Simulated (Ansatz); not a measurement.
**H at several levels of theory**

One geometry, relaxed with PBE, and single points on it; plane waves with PAW potentials in Ansatz, scalar-relativistic unless the row names spin-orbit coupling. No spin polarisation. Meshes are on the primitive cell of 4 atoms. Gaps are the least over mesh and band path; pressure is positive in compression. Smearing is Gaussian, 0.02 eV. Stresses of the hybrids are converged loosely, to a few tenths of a GPa.

```cif
data_structure
_symmetry_space_group_name_H-M 'Cmce'
_symmetry_Int_Tables_number 64
_cell_length_a 5.4315
_cell_length_b 5.1299
_cell_length_c 4.4248
_cell_angle_alpha 90.000
_cell_angle_beta 90.000
_cell_angle_gamma 90.000
_cell_volume 123.29
loop_
_atom_site_label
_atom_site_type_symbol
_atom_site_symmetry_multiplicity
_atom_site_Wyckoff_symbol
_atom_site_fract_x
_atom_site_fract_y
_atom_site_fract_z
_atom_site_occupancy
H1 H 8 f 0.50000 0.54795 0.06412 1
```

| level | cutoff (eV) | k mesh | gap (eV) | pressure (GPa) | rough cost with bands (core-min) |
| --- | --- | --- | --- | --- | --- |
| HSE06 | 420 | 6×6×4 | 10.87 | -0.3 | 2.9 |

Q: What does PBE0 give on the same cell?

A:
```json
{"level": "PBE0", "cutoff (eV)": "420", "k mesh": "6×6×4", "gap (eV)": "11.64", "pressure (GPa)": "-0.2", "rough cost with bands (core-min)": "2.8"}
```

Each cell of H holds molecules, and where no dispersion correction was added their binding is poorly described.